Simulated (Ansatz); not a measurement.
# AgBr2: the cost of one run

Method: DFT PBE, scalar-relativistic, plane waves, PAW, in Ansatz 0.2.0.

**1. The system as given**

Symmetry: P-4m2, No. 115, tetragonal system. The conventional cell has a = 4.286 Å, b = 4.286 Å, c = 6.355 Å, α = 90.00°, β = 90.00°, γ = 90.00°. Around Ag (site symmetry -4m2) lie 4 I at 2.78 Å. I (site symmetry 2mm) has 2 Ag at 2.78 Å as nearest neighbours.

Structure file:

```xyz
3
Lattice="4.2857 0.0000 0.0000 0.0000 4.2857 0.0000 0.0000 0.0000 6.3548" Properties=species:S:1:pos:R:3 pbc="T T T"
Ag    0.0000    0.0000    3.1774
I     2.1429    0.0000    4.9425
I     0.0000    2.1429    1.4123
```

The structure comes from the Materials Project (structure only).

**2. One element swapped, cell strained: I → Br, first probe**

The change: Br takes all sites of I, and lengths are scaled by 0.946 as a first guess of the size; strain xx, yy, zz, yz, xz, xy = +1.5, +1.5, +7.5, +0.0, +0.0, +0.0 %; atoms moved by 0.03 Å root mean square, at most 0.04 Å.

Contents of input.yaml:

```yaml
crystal:
  lattice:
    - [4.1142475728, 0.0, 0.0]
    - [0.0, 4.1142475728, 0.0]
    - [0.0, 0.0, 6.4612489107]
  atoms:
    - { symbol: Ag, position: [0.0, 0.0, 0.5] }
    - { symbol: Br, position: [0.5, 0.0, 0.771980157] }
    - { symbol: Br, position: [0.0, 0.5, 0.228019843] }
basis:
  ecutwfc: 420
kpoints:
  mp_grid: { grid: [4, 4, 4] }
hamiltonian:
  xc: pbe
scf:
  occupations: { method: gaussian, width: 0.1 }
output:
  forces: true
  stress: true
  eigenvalues: true
```

On the command line:

```console
ansatz run input.yaml --threads 1 --pin off --max-ram 1331MiB --backend cpu --events-out ev --progress --plain --runs-dir out
```

What time and memory should one allow on 1 thread of an x86-64 CPU, shared host?

About 7.9 s, with a peak of 0.34 GiB.
